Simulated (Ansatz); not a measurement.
BaF₂ (fluorite)

```
BaF2
1.0
    0.00000     6.24626     6.24626
    3.12313     0.00000     3.12313
    3.12313     3.12313     0.00000
Ba F
2 4
Direct
  0.00000   0.00000   0.00000
  0.50000   0.00000   0.00000
  0.12500   0.25000   0.25000
  0.62500   0.25000   0.25000
  0.37500   0.75000   0.75000
  0.87500   0.75000   0.75000
```

The atoms are displaced by Q × the pattern below (from a DFPT mode at L = (0.5, 0.0, 0.0), largest move 1; Q in Å), at fixed cell. (q is in reciprocal vectors of the primitive cell; the cell shown is doubled to hold the pattern.)

```csv
atom,x,y,z
F3,-0.577,0.577,0.577
F4,0.577,-0.577,-0.577
F5,-0.577,0.577,0.577
F6,0.577,-0.577,-0.577
```

Atoms not listed stay in place.

All values below come from PBE (plane waves to 420 eV, PAW, scalar-relativistic; Ansatz, a quantum-chemistry and plane-wave program). k mesh 9×9×9 (Γ-centred), Fermi-Dirac smearing 0.05 eV. Energies are smeared free energies. BaF2 was relaxed with its symmetry unable to fall. The zero of ΔE is the undisplaced structure.

```tsv
Q (Å)	ΔE (eV/cell)
-0.280	0.857
-0.187	0.372
-0.093	0.092
0.000	0.000
0.093	0.092
0.187	0.372
0.280	0.857
```

Q: Which DFPT wavenumber at L = (0.5, 0.0, 0.0) belongs to this mode?
A. 65 cm⁻¹
B. 134 cm⁻¹
C. 183 cm⁻¹
D. 274 cm⁻¹

A: D, 274 cm⁻¹. The curvature of the scan gives 274 cm⁻¹

(For displaced atoms, the force is minus the slope of the energy, and its curvature is a force constant, which sets phonon frequencies.)
